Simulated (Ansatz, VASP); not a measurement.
**Ca: VASP beside Ansatz**

```
Ca
1.0
     6.20970    0.00000    0.00000
    -3.10485    5.37776    0.00000
     0.00000    0.00000    3.69719
Ca
3
Direct
  0.00000 0.00000 0.00000
  0.33333 0.66667 0.50000
  0.66667 0.33333 0.50000
```

Alike in both runs: task relaxation of cell and atoms; functional PBEsol; k mesh 9 × 9 × 12; occupations gaussian, width 0.1 eV; no spin polarisation.

|  | VASP | Ansatz |
| --- | --- | --- |
| version | VASP 6.6.1 | Ansatz 0.2.0 |
| potentials or method | VASP PAW PBE potentials, release 64 (Ca_sv) | scalar-relativistic, plane waves, PAW |
| plane-wave cutoff (eV) | 600 | 420 |
| valence electrons in the cell | 30 | 30 |

```tsv
	VASP	Ansatz	Ansatz less VASP
gap on the k mesh at the Fermi level, each at its own relaxed structure (eV)	none	none	-
relaxed volume (Å³/atom)	41.21	41.16	-0.058
relaxed cell length with the largest relative difference (Å)	6.214	6.210	-0.0040
```

A gap of «none» marks a metal or a gap that the smearing closes.

Caveats: the PAW data sets were made with another functional, which shifts forces and pressure a little (VASP).
